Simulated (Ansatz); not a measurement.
BaTe: pressure against volume per atom

Periodic Kohn-Sham DFT of a crystal at fixed atoms; pressure and stress are positive in compression; the energy is the free energy less that of spherical unpolarised free atoms; site moments are those in the method's own spheres, positive along +z. The results are calculated, by Ansatz 0.2.0.

Cell of the first row (space group F-43m, No. 216):
```
CELL_PARAMETERS angstrom
0.00000 3.86350 3.86350
3.86350 0.00000 3.86350
3.86350 3.86350 0.00000
ATOMIC_POSITIONS crystal
Ba 0.00000 0.00000 0.00000
Te 0.25000 0.25000 0.25000
```

Settings of every row: method frozen-core PAW; functional PBE; relativity scalar; k mesh 11x11x11; filling fermi-dirac; smearing width 0.05 eV; wave cutoff 420 eV; paw set soft_2.

Atom start moment: 0 on all atoms.

Limits: no spin-orbit coupling on heavy atoms; the cell comes from a prototype or a list of computed structures and needn't be the stable phase.

| row | volume per atom (Å³) | pressure (GPa) |
| --- | --- | --- |
| 1 | 57.67 | 0.788 |
| 2 | 58.872 | 0.359 |
| 3 | 60.073 | -0.028 |
| 4 | 61.275 | ? |
| 5 | 62.476 | -0.694 |

Question: what pressure should row 4 give?

Worked fit of pressure. Take u = (V_r/V)^(2/3) − 1 with V_r = 59.472 Å³ an atom, which is twice the finite (Eulerian) strain; such expansions in the strain, on which the Birch-Murnaghan equation of state is built, carry the rest volume and the bulk modulus. The shown rows have u = 0.02072, 0.00678, -0.00668, -0.03232. Least squares give pressure = 0.1608 + 28.774 × u + 71.97 × u² GPa; a straight line predicts inner rows, each left out in turn, worse (root mean square 0.032 against 0.00045 GPa). All shown rows lie on it to the printed digit. The pressure vanishes at u = -0.0057, or V = 59.98 Å³ an atom, and there the bulk modulus at fixed shape and fractions is B = −V dP/dV = (2/3)(1 + u) dP/du = 18.5 GPa. The withheld row has u = -0.01971, so the fit gives 0.1608 + 28.774 × (-0.01971) + 71.97 × (-0.01971)² = -0.378 GPa.

The calculation gave -0.378 GPa. The fit meets it to the printed digit.
